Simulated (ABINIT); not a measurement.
# Pb (Fm-3m) in ABINIT: notebook

Aim: see how the results for Pb move with the level of theory and the settings. Levels: LDA, BLYP, SCAN, revPBE+D3, r2SCAN. Tasks: band structure, equation of state.

All numbers are computed with ABINIT 10.8.3 (patched build); they aren't measurements. Logs are shortened: lines on timing, memory, paths and dates and some standing lists are left out, and cuts for length are marked. The log counts tension as positive stress, the text compression.

## 1. Starting point

The structure is cubic, space group Fm-3m (No. 225). The conventional cell has a = 4.950 Å, b = 4.950 Å, c = 4.950 Å, α = 90.00°, β = 90.00°, γ = 90.00°. Pb (site symmetry m-3m) has 12 Pb at 3.50 Å as nearest neighbours.

## 2. Band structure, LDA

run.abi reads:

```
ndtset 2

pp_dirpath "./"
pseudos "Pb.upf"

acell 3.5002068511 3.5002068511 3.5002068511 Angstrom
rprim
     0.0000000000     0.7071067812     0.7071067812
     0.7071067812     0.0000000000     0.7071067812
     0.7071067812     0.7071067812     0.0000000000
ntypat 1
znucl 82
natom 1
typat 1
xred
     0.0000000000     0.0000000000     0.0000000000

ecut 28.0

ixc 7

occopt 3
tsmear 0.00183747

nstep 100

iomode 3
prtwf 0
prteig 0
prtebands 0
enunit 1
prtden1 1

kptopt1 1
ngkpt1 9 9 9
nshiftk1 1
shiftk1 0.0 0.0 0.0
nband1 11
tolvrs1 1.0e-10

iscf2 -2
getden2 1
nband2 15
nbdbuf2 2
tolwfr2 1.0e-12
kptopt2 -9
ndivsm2 6
prteig2 1
kptbounds2
     0.0000000000     0.0000000000     0.0000000000
     0.5000000000     0.0000000000     0.5000000000
     0.5000000000     0.2500000000     0.7500000000
     0.3750000000     0.3750000000     0.7500000000
     0.0000000000     0.0000000000     0.0000000000
     0.5000000000     0.5000000000     0.5000000000
     0.6250000000     0.2500000000     0.6250000000
     0.5000000000     0.2500000000     0.7500000000
     0.5000000000     0.5000000000     0.5000000000
     0.3750000000     0.3750000000     0.7500000000
```

Potentials or basis: PseudoDojo NC SR LDA v0.4.1 standard.

The run is started by

```bash
> abinit run.abi > log 2>&1
```

run.abo:

```text
.Version 10.8.3 of ABINIT
 DATASET    1 : space group Fm -3 m (#225); Bravais cF (face-center cubic)
================================================================================
 Values of the parameters that define the memory need for DATASET  1.
     intxc =       0    ionmov =       0      iscf =       7    lmnmax =       6
     lnmax =       6     mgfft =      32  mpssoang =       3    mqgrid =    3001
     natom =       1  nloc_mem =       1    nspden =       1   nspinor =       1
    nsppol =       1      nsym =      48    n1xccc =    2501    ntypat =       1
    occopt =       3   xclevel =       1
       mpw =        1465          nfft =       32768          nkpt =          35
================================================================================
================================================================================

 DATASET    2 : space group Fm -3 m (#225); Bravais cF (face-center cubic)
================================================================================
 Values of the parameters that define the memory need for DATASET  2.
     intxc =       0    ionmov =       0      iscf =      -2    lmnmax =       6
     lnmax =       6     mgfft =      32  mpssoang =       3    mqgrid =    3001
     natom =       1  nloc_mem =       1    nspden =       1   nspinor =       1
    nsppol =       1      nsym =      48    n1xccc =    2501    ntypat =       1
    occopt =       3   xclevel =       1
       mpw =        1464          nfft =       32768          nkpt =         103
================================================================================
================================================================================

--------------------------------------------------------------------------------
------------- Echo of variables that govern the present computation ------------
--------------------------------------------------------------------------------
 -outvars: echo values of preprocessed input variables --------
            acell      6.6144323326E+00  6.6144323326E+00  6.6144323326E+00 Bohr
              amu      2.07200000E+02
             ecut      2.80000000E+01 Hartree
           enunit           1
           getden1          0
           getden2          1
             iscf1          7
             iscf2         -2
                       outvar_i_n : Printing only first  50 k-points.
              ixc           7
           jdtset        1    2
                       outvar_i_n : Printing only first  50 k-points.
           kptopt1          1
           kptopt2         -9
         kptrlatt        9    0    0      0    9    0      0    0    9
          kptrlen1     5.95298910E+01
          kptrlen2     3.00000000E+01
            natom           1
            nband1         11
            nband2         15
           nbdbuf1          0
           nbdbuf2          2
           ndtset           2
           ndivsm1          0
           ndivsm2          6
            ngfft          32      32      32
             nkpt1         35
             nkpt2        103
            nstep         100
             nsym          48
           ntypat           1
           occopt           3
        prtebands           0
           prteig1          0
           prteig2          1
            prtwf           0
            rprim      0.0000000000E+00  7.0710678120E-01  7.0710678120E-01
                       7.0710678120E-01  0.0000000000E+00  7.0710678120E-01
                       7.0710678120E-01  7.0710678120E-01  0.0000000000E+00
           shiftk1     0.00000000E+00  0.00000000E+00  0.00000000E+00
           shiftk2     5.00000000E-01  5.00000000E-01  5.00000000E-01
[... 179 lines left out ...]
 R(1)=  0.0000000  4.6771100  4.6771100  G(1)= -0.1069036  0.1069036  0.1069036
 R(2)=  4.6771100  0.0000000  4.6771100  G(2)=  0.1069036 -0.1069036  0.1069036
 R(3)=  4.6771100  4.6771100  0.0000000  G(3)=  0.1069036  0.1069036 -0.1069036
 Unit cell volume ucvol=  2.0462691E+02 bohr^3
 Angles (23,13,12)=  6.00000000E+01  6.00000000E+01  6.00000000E+01 degrees

 getcut: wavevector=  0.0000  0.0000  0.0000  ngfft=  32  32  32
         ecut(hartree)=     28.000   => boxcut(ratio)=   2.03102
--------------------------------------------------------------------------------

================================================================================
 Non-SCF case, kpt    1 (  0.00000  0.00000  0.00000), residuals and eigenvalues=
  8.87E-13  2.08E-13  9.00E-13  7.03E-13  2.04E-13  1.55E-13  7.90E-13  5.05E-13
  1.57E-13  3.22E-13  5.77E-13  8.48E-13  6.76E-13  9.11E-13  1.73E-13
 -4.3397E-01 -4.3397E-01 -4.3397E-01 -4.2873E-01 -4.2873E-01 -2.4353E-01
  4.5981E-01  4.5981E-01  4.5981E-01  5.6418E-01  6.0834E-01  6.5096E-01
  6.5096E-01  6.5096E-01  7.4713E-01
 Non-SCF case, kpt    2 (  0.02941  0.00000  0.02941), residuals and eigenvalues=
  8.42E-13  7.30E-13  5.61E-13  7.06E-13  5.35E-13  1.08E-13  1.93E-13  3.41E-13
  1.76E-13  8.48E-13  4.44E-13  9.80E-13  7.67E-13  6.84E-13  1.47E-07
 -4.3402E-01 -4.3388E-01 -4.3388E-01 -4.2878E-01 -4.2869E-01 -2.4272E-01
  4.5366E-01  4.5596E-01  4.5596E-01  5.6013E-01  6.1531E-01  6.5587E-01
  6.5587E-01  6.5650E-01  7.3200E-01
 Non-SCF case, kpt    3 (  0.05882  0.00000  0.05882), residuals and eigenvalues=
  2.87E-13  4.38E-13  4.59E-13  2.10E-13  3.59E-13  8.27E-13  2.83E-13  2.07E-13
[... 590 lines left out ...]
  9.7352E-02  1.6473E-01  3.1521E-01  4.4375E-01  6.6828E-01  7.5251E-01
  7.6037E-01  8.3295E-01  8.3754E-01
 Non-SCF case, kpt  102 (  0.38750  0.38750  0.72500), residuals and eigenvalues=
  7.18E-13  1.74E-13  7.27E-13  3.92E-13  2.92E-13  9.32E-13  1.66E-13  6.99E-13
  3.66E-13  2.38E-13  4.57E-13  3.60E-13  4.65E-13  6.05E-13  1.32E-12
 -4.3674E-01 -4.3204E-01 -4.2690E-01 -4.2685E-01 -4.2427E-01 -6.7800E-02
  1.0774E-01  1.4563E-01  3.0610E-01  4.3712E-01  6.3976E-01  7.8754E-01
  7.8788E-01  8.3048E-01  8.3092E-01
 Non-SCF case, kpt  103 (  0.37500  0.37500  0.75000), residuals and eigenvalues=
  6.13E-13  4.48E-13  5.51E-13  1.36E-13  5.52E-13  6.46E-13  1.98E-13  1.90E-13
  3.41E-13  3.85E-13  3.00E-13  2.68E-13  6.03E-13  3.63E-13  2.38E-12
 -4.3711E-01 -4.3284E-01 -4.2633E-01 -4.2624E-01 -4.2405E-01 -6.3726E-02
  1.0641E-01  1.4556E-01  2.9866E-01  4.3199E-01  6.1249E-01  8.0743E-01
  8.2055E-01  8.2861E-01  8.3749E-01

--- !ResultsGS
iteration_state: {dtset: 2, }
comment   : Summary of ground state results
lattice_vectors:
- [  0.0000000,   4.6771100,   4.6771100, ]
- [  4.6771100,   0.0000000,   4.6771100, ]
- [  4.6771100,   4.6771100,   0.0000000, ]
lattice_lengths: [   6.61443,    6.61443,    6.61443, ]
lattice_angles: [ 60.000,  60.000,  60.000, ] # degrees, (23, 13, 12)
lattice_volume:   2.0462691E+02
convergence: {deltae:  0.000E+00, res2:  0.000E+00, residm:  9.997E-13, diffor:  0.000E+00, }
etotal    :  -7.02620129E+01
entropy   :   0.00000000E+00
fermie    :   1.84771497E-01
cartesian_stress_tensor: null
pressure_GPa: null
xred      :
- [  0.0000E+00,   0.0000E+00,   0.0000E+00, Pb]
cartesian_forces: null
force_length_stats: {min: null, max: null, mean: null, }
...

 Integrated electronic density in atomic spheres:
 ------------------------------------------------
 Atom  Sphere_radius  Integrated_density
    1        2.00000         10.08722095
================================================================================

 ----iterations are completed or convergence reached----

 Mean square residual over all n,k,spin=   48.460E-14; max=  99.974E-14
 reduced coordinates (array xred) for    1 atoms
       0.000000000000      0.000000000000      0.000000000000

 cartesian coordinates (angstrom) at end:
    1      0.00000000000000     0.00000000000000     0.00000000000000
 length scales=  6.614432332605  6.614432332605  6.614432332605 bohr
              =  3.500206851100  3.500206851100  3.500206851100 angstroms
 Eigenvalues (   eV  ) for nkpt= 103  k points:
 kpt#   1, nband= 15, wtk=  1.00000, kpt=  0.0000  0.0000  0.0000 (reduced coord)
 -11.80884  -11.80884  -11.80884  -11.66638  -11.66638   -6.62674   12.51212   12.51212
  12.51212   15.35215   16.55383   17.71354   17.71354   17.71354   20.33052
 kpt#   2, nband= 15, wtk=  1.00000, kpt=  0.0294  0.0000  0.0294 (reduced coord)
 -11.81025  -11.80635  -11.80635  -11.66782  -11.66532   -6.60464   12.34471   12.40731
  12.40731   15.24193   16.74343   17.84700   17.84700   17.86418   19.91860
 kpt#   3, nband= 15, wtk=  1.00000, kpt=  0.0588  0.0000  0.0588 (reduced coord)
 -11.81445  -11.79894  -11.79894  -11.67217  -11.66220   -6.53834   11.91414   12.12187
  12.12187   14.97185   17.20705   18.21832   18.21832   18.25541   19.07926
 kpt#   4, nband= 15, wtk=  1.00000, kpt=  0.0882  0.0000  0.0882 (reduced coord)
 -11.82128  -11.78683  -11.78683  -11.67940  -11.65710   -6.42780   11.33797   11.71682
  11.71682   14.63417   17.43934   18.55716   18.76631   18.76631   18.79459
 kpt#   5, nband= 15, wtk=  1.00000, kpt=  0.1176  0.0000  0.1176 (reduced coord)
 -11.83051  -11.77035  -11.77035  -11.68949  -11.65021   -6.27304   10.68885   11.24796
  11.24796   14.28189   16.69526   19.14288   19.42820   19.43476   19.43476
 kpt#   6, nband= 15, wtk=  1.00000, kpt=  0.1471  0.0000  0.1471 (reduced coord)
 -11.84181  -11.74999  -11.74999  -11.70233  -11.64174   -6.07417    9.99878   10.75385
[... 278 lines left out ...]
 -11.84994  -11.74039  -11.69282  -11.62357  -11.54255   -2.42041    1.96867    6.07180
   9.18192   12.56299   18.61928   19.16962   19.88237   22.33356   22.98277
 kpt# 100, nband= 15, wtk=  1.00000, kpt=  0.4125  0.4125  0.6750 (reduced coord)
 -11.86161  -11.73042  -11.66423  -11.63599  -11.54506   -2.22205    2.29964    5.22407
   8.86440   12.29745   18.95757   19.59213   19.91884   22.80708   22.93711
 kpt# 101, nband= 15, wtk=  1.00000, kpt=  0.4000  0.4000  0.7000 (reduced coord)
 -11.87329  -11.73752  -11.63734  -11.63185  -11.54633   -2.02140    2.64908    4.48242
   8.57735   12.07519   18.18480   20.47682   20.69085   22.66566   22.79061
 kpt# 102, nband= 15, wtk=  1.00000, kpt=  0.3875  0.3875  0.7250 (reduced coord)
 -11.88437  -11.75648  -11.61644  -11.61520  -11.54484   -1.84494    2.93177    3.96291
   8.32937   11.89472   17.40876   21.43015   21.43920   22.59860   22.61042
 kpt# 103, nband= 15, wtk=  1.00000, kpt=  0.3750  0.3750  0.7500 (reduced coord)
 -11.89439  -11.77830  -11.60092  -11.59868  -11.53894   -1.73407    2.89553    3.96100
   8.12692   11.75494   16.66658   21.97124   22.32824   22.54750   22.78932

== END DATASET(S) ==============================================================
================================================================================

 -outvars: echo values of variables after computation  --------
            acell      6.6144323326E+00  6.6144323326E+00  6.6144323326E+00 Bohr
           etotal1    -7.0262012887E+01
            fcart1    -0.0000000000E+00 -0.0000000000E+00 -0.0000000000E+00
            rprim      0.0000000000E+00  7.0710678120E-01  7.0710678120E-01
                       7.0710678120E-01  0.0000000000E+00  7.0710678120E-01
                       7.0710678120E-01  7.0710678120E-01  0.0000000000E+00
           strten1     7.4172556999E-05  7.4172556999E-05  7.4172556999E-05
                       0.0000000000E+00  0.0000000000E+00  0.0000000000E+00
 Calculation completed.
```

It took 48 s on 1 thread of Arm Neoverse V1, shared host; peak memory 0.1 GiB.

What came out:

| Property | Result |
| --- | --- |
| Free energy | -1911.9268 eV |
| Pressure | -2.2 GPa |
| Band gap on the k mesh | none (metal or under the smearing width) |
| Valence electrons inside the program's atomic spheres | Pb 10.09 (radii [1.0584] Å) |

Levels at the corners of the path, in eV from the Fermi level:
| point | band 4 | band 5 | band 6 | band 7 | band 8 | band 9 | band 10 | band 11 |
| --- | --- | --- | --- | --- | --- | --- | --- | --- |
| Γ | -16.69 | -16.69 | -11.65 | 7.48 | 7.48 | 7.48 | 10.32 | 11.53 |
| X | -16.52 | -16.52 | -6.68 | -3.12 | 2.18 | 2.18 | 5.61 | 6.89 |
| W | -16.65 | -16.52 | -6.58 | -1.22 | -1.22 | 0.43 | 11.03 | 12.53 |
| K | -16.63 | -16.57 | -6.76 | -2.13 | -1.07 | 3.10 | 6.73 | 11.64 |
| Γ | -16.69 | -16.69 | -11.65 | 7.48 | 7.48 | 7.48 | 10.32 | 11.53 |
| L | -16.56 | -16.56 | -8.07 | -4.05 | 5.67 | 5.67 | 9.66 | 9.73 |
| U | -16.63 | -16.57 | -6.76 | -2.13 | -1.07 | 3.10 | 6.73 | 11.64 |
| W | -16.65 | -16.52 | -6.58 | -1.22 | -1.22 | 0.43 | 11.03 | 12.53 |
| L | -16.56 | -16.56 | -8.07 | -4.05 | 5.67 | 5.67 | 9.66 | 9.73 |
| K | -16.63 | -16.57 | -6.76 | -2.13 | -1.07 | 3.10 | 6.73 | 11.64 |

Caveat: spin-orbit coupling is left out, which moves the levels of the heavy elements.

## 3. Equation of state, BLYP

run.abi reads:

```
ndtset 7
getwfk -1
scalecart1 3*0.9795861087
scalecart2 3*0.9864848297
scalecart3 3*0.9932883884
scalecart4 3*1.0000000000
scalecart5 3*1.0066227096
scalecart6 3*1.0131594038
scalecart7 3*1.0196128224

pp_dirpath "./"
pseudos "Pb.GGA_PBE-JTH.xml"

acell 3.5002068511 3.5002068511 3.5002068511 Angstrom
rprim
     0.0000000000     0.7071067812     0.7071067812
     0.7071067812     0.0000000000     0.7071067812
     0.7071067812     0.7071067812     0.0000000000
ntypat 1
znucl 82
natom 1
typat 1
xred
     0.0000000000     0.0000000000     0.0000000000

ecut 17.0
pawecutdg 34.0

kptopt 1
ngkpt 9 9 9
nshiftk 1
shiftk 0.0 0.0 0.0

ixc -106131

nband 11
occopt 3
tsmear 0.00183747

nstep 100
tolvrs 1.0e-9

iomode 3
prtwf 1
prtden 0
prteig 0
prtebands 0
enunit 1
```

Potentials or basis: JTH PAW PBE v2.0.

The run is started by

```bash
> abinit run.abi > log 2>&1
```

run.abo:

```text
.Version 10.8.3 of ABINIT
 DATASET    1 : space group Fm -3 m (#225); Bravais cF (face-center cubic)
================================================================================
 Values of the parameters that define the memory need for DATASET  1.
     intxc =       0    ionmov =       0      iscf =      17    lmnmax =      18
     lnmax =       6     mgfft =      27  mpssoang =       3    mqgrid =    3001
     natom =       1  nloc_mem =       2    nspden =       1   nspinor =       1
    nsppol =       1      nsym =      48    n1xccc =       1    ntypat =       1
    occopt =       3   xclevel =       2
       mpw =         652          nfft =       19683          nkpt =          35
 PAW method is used; the additional fine FFT grid is defined by:
   mgfftf=        36    nfftf =     46656
================================================================================
================================================================================
[... 71 lines left out ...]
 DATASET    7 : space group Fm -3 m (#225); Bravais cF (face-center cubic)
================================================================================
 Values of the parameters that define the memory need for DATASET  7.
     intxc =       0    ionmov =       0      iscf =      17    lmnmax =      18
     lnmax =       6     mgfft =      27  mpssoang =       3    mqgrid =    3001
     natom =       1  nloc_mem =       2    nspden =       1   nspinor =       1
    nsppol =       1      nsym =      48    n1xccc =       1    ntypat =       1
    occopt =       3   xclevel =       2
       mpw =         745          nfft =       19683          nkpt =          35
 PAW method is used; the additional fine FFT grid is defined by:
[... 1274 lines left out ...]

 -outvars: echo values of variables after computation  --------
            acell      6.6144323326E+00  6.6144323326E+00  6.6144323326E+00 Bohr
           etotal1    -6.1092388457E+01
           etotal2    -6.1093737582E+01
           etotal3    -6.1094813247E+01
           etotal4    -6.1095741619E+01
           etotal5    -6.1096505965E+01
           etotal6    -6.1097096814E+01
           etotal7    -6.1097578046E+01
            fcart1    -0.0000000000E+00 -0.0000000000E+00 -0.0000000000E+00
            fcart2    -0.0000000000E+00 -0.0000000000E+00 -0.0000000000E+00
            fcart3    -0.0000000000E+00 -0.0000000000E+00 -0.0000000000E+00
            fcart4    -0.0000000000E+00 -0.0000000000E+00 -0.0000000000E+00
            fcart5    -0.0000000000E+00 -0.0000000000E+00 -0.0000000000E+00
            fcart6    -0.0000000000E+00 -0.0000000000E+00 -0.0000000000E+00
            fcart7    -0.0000000000E+00 -0.0000000000E+00 -0.0000000000E+00
            rprim1     0.0000000000E+00  6.9267198023E-01  6.9267198023E-01
                       6.9267198023E-01  0.0000000000E+00  6.9267198023E-01
                       6.9267198023E-01  6.9267198023E-01  0.0000000000E+00
[... 17 lines left out ...]
                       7.2097514092E-01  7.2097514092E-01  0.0000000000E+00
           strten1    -2.7454809561E-04 -2.7454809561E-04 -2.7454809561E-04
                       0.0000000000E+00  0.0000000000E+00  0.0000000000E+00
           strten2    -2.2317397995E-04 -2.2317397995E-04 -2.2317397995E-04
                       0.0000000000E+00  0.0000000000E+00  0.0000000000E+00
           strten3    -1.7762946026E-04 -1.7762946026E-04 -1.7762946026E-04
                       0.0000000000E+00  0.0000000000E+00  0.0000000000E+00
           strten4    -1.3721838375E-04 -1.3721838375E-04 -1.3721838375E-04
                       0.0000000000E+00  0.0000000000E+00  0.0000000000E+00
           strten5    -1.0086256522E-04 -1.0086256522E-04 -1.0086256522E-04
                       0.0000000000E+00  0.0000000000E+00  0.0000000000E+00
           strten6    -6.7672802288E-05 -6.7672802288E-05 -6.7672802288E-05
                       0.0000000000E+00  0.0000000000E+00  0.0000000000E+00
           strten7    -3.7425845921E-05 -3.7425845921E-05 -3.7425845921E-05
                       0.0000000000E+00  0.0000000000E+00  0.0000000000E+00
 Calculation completed.
```

Run time: 68 s. Hardware: 1 thread of Arm Neoverse V1, shared host; peak memory 0.12 GiB.

Results:

- Equilibrium volume: outside the volumes run

Energy against volume, from the lowest point:
| volume (Å³/atom) | energy (meV/atom) |
| --- | --- |
| 28.503 | 141.22 |
| 29.110 | 104.50 |
| 29.716 | 75.23 |
| 30.323 | 49.97 |
| 30.929 | 29.17 |
| 31.535 | 13.09 |
| 32.142 | 0.00 |

Caveat: the cutoff is too short for stress, so the log's stress isn't used; the PAW data sets were made with another functional, which shifts forces and pressure a little.

(Part 1 of 2 ends here.)
